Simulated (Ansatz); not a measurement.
# TaN: the cost of one run

Method: DFT PBE+U (U_eff = 4 eV on Ta d), plane waves, PAW, no spin–orbit coupling unless a run says so, in Ansatz 0.2.0.

## Step 1: The structure to begin with

It takes space group P6/mmm (No. 191, hexagonal). Conventional cell: a = 5.185 Å, b = 5.185 Å, c = 2.908 Å, α = 90.00°, β = 90.00°, γ = 120.00°. Ta (site symmetry 6/mmm) is surrounded by 6 N at 2.59 Å and 2 Ta at 2.91 Å. Ta (site symmetry -6m2) has 6 N at 2.09 Å as nearest neighbours. N (site symmetry mmm) has 6 Ta at 2.09 to 2.59 Å as nearest neighbours.

Structure file:

```
Ta N
1.0
     5.18500    0.00000    0.00000
    -2.59250    4.49034    0.00000
     0.00000    0.00000    2.90800
Ta N
3 3
Direct
  0.00000 0.00000 0.00000
  0.33333 0.66667 0.50000
  0.66667 0.33333 0.50000
  0.50000 0.00000 0.00000
  0.50000 0.50000 0.00000
  0.00000 0.50000 0.00000
```

Magnetic order typed: ferromagnetic.

## Step 2: From atoms, symmetry kept, no search

input.yaml reads:

```yaml
crystal:
  lattice:
    - [5.1850002, 0.0, 0.0]
    - [-2.5925001, 4.49034189, 0.0]
    - [0.0, 0.0, 2.90800053]
  atoms:
    - { symbol: Ta, position: [0.0, 0.0, 0.0], spin: 2.0 }
    - { symbol: Ta, position: [0.3333333333, 0.6666666667, 0.5], spin: 2.0 }
    - { symbol: Ta, position: [0.6666666667, 0.3333333333, 0.5], spin: 2.0 }
    - { symbol: "N", position: [0.5, 0.0, 0.0] }
    - { symbol: "N", position: [0.5, 0.5, 0.0] }
    - { symbol: "N", position: [0.0, 0.5, 0.0] }
basis:
  ecutwfc: 420
  ecutrho_ratio: 4
kpoints:
  mp_grid: { grid: [4, 4, 7] }
hamiltonian:
  xc: pbe
  hubbard:
    sites:
      - { site: 0, l: d, u_eff: 4.0 }
      - { site: 1, l: d, u_eff: 4.0 }
      - { site: 2, l: d, u_eff: 4.0 }
scf:
  occupations: { method: gaussian, width: 0.05 }
  lower_state_search: "off"
  max_iter: 150
output:
  forces: true
  stress: true
  eigenvalues: true
  populations: true
  hubbard: { sites: [{ site: 0, l: d }, { site: 1, l: d }, { site: 2, l: d }] }
magnetization:
  spin_polarized: true
```

Started as:

```sh
ansatz run input.yaml --threads 4 --pin off --max-ram 6144MiB --backend cpu --events-out ev --progress --plain --runs-dir out
```

Q: Estimate wall time and peak memory on 4 threads of Intel Xeon at 2.50GHz (Skylake/Cascade Lake), shared host.

About 24 s, with a peak of 0.45 GiB.
